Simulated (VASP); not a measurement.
Set up this calculation in VASP 6.6.1, as the native input.

| Quantity | Value |
| --- | --- |
| Task | relaxation of cell and atoms |
| Functional | RPBE |
| Dispersion | D3(BJ) |
| Potentials or basis | VASP PAW PBE potentials, release 64 (Pb_d, Te) |
| Cutoff | 600 eV |
| k mesh | 7 × 7 × 7 |
| Occupations | fermi-dirac, width 0.05 eV |
| Spin | no spin polarisation |
| Dipole correction | no |
| Further INCAR settings | ALGO = Normal; EDIFF = 1e-06; IBRION = 2; EDIFFG = -0.005; NSW = 80; ISIF = 3 |

The structure of TePb lies in POSCAR:

```
TePb
1.0
    0.0000000000      3.2310000000      3.2310000000
    3.2310000000      0.0000000000      3.2310000000
    3.2310000000      3.2310000000      0.0000000000
Pb Te
1 1
Direct
    0.0000000000      0.0000000000      0.0000000000
    0.5000000000      0.5000000000      0.5000000000
```

These files were run (other wordings do the same):

INCAR

```
PREC     = Accurate       # precision mode
ENCUT    = 600            # plane-wave cutoff, eV
EDIFF    = 1E-6           # SCF threshold, eV
ISMEAR   = -1             # smearing method
SIGMA    = 0.05           # smearing width, eV
LREAL    = False          # projectors in reciprocal space
LASPH    = True           # aspherical terms in the spheres
NELM     = 100            # most SCF steps
ALGO     = Normal         # electronic algorithm
ISIF     = 3              # what is computed and relaxed
LWAVE    = False          # write WAVECAR
LCHARG   = False          # write CHGCAR
GGA      = RP             # functional
IVDW     = 12             # dispersion correction
IBRION   = 2              # ionic algorithm
NSW      = 80             # ionic steps
EDIFFG   = -0.005         # ionic threshold
```

KPOINTS

```
Automatic mesh
0
Gamma
  7 7 7
```

Potentials or basis: VASP PAW PBE potentials, release 64 (Pb_d, Te).

Command:

```sh
$ cat potpaw_PBE.64/Pb_d/POTCAR potpaw_PBE.64/Te/POTCAR > POTCAR
$ mpirun -np 1 vasp_std > vasp.out
```

It gave:

The relaxed volume is 26.96 Å³/atom and the relaxed cell is a = 4.241 Å, b = 4.241 Å, c = 4.241 Å, α = 60.00°, β = 60.00°, γ = 60.00°. The space group after relaxing (to 0.05 Å) is Fm-3m (No. 225). The energy gained by relaxing is 272.8 meV/atom, the ionic steps are 6 and the pressure after relaxing is 0.0 GPa. The dispersion energy per atom is -2.643 eV.

Caveat: the volume moved by over 15 % at a fixed basis, so the end points are rough; the PAW data sets were made with another functional, which shifts forces and pressure a little; the volume moved by -20 % from the deposited cell, more than functionals usually miss.

Run time: 120 s on 1 thread of Intel(R) Xeon(R) Platinum 8259CL CPU @ 2.50GHz (Skylake/Cascade Lake), on a shared host, peak memory 0.26 GiB.
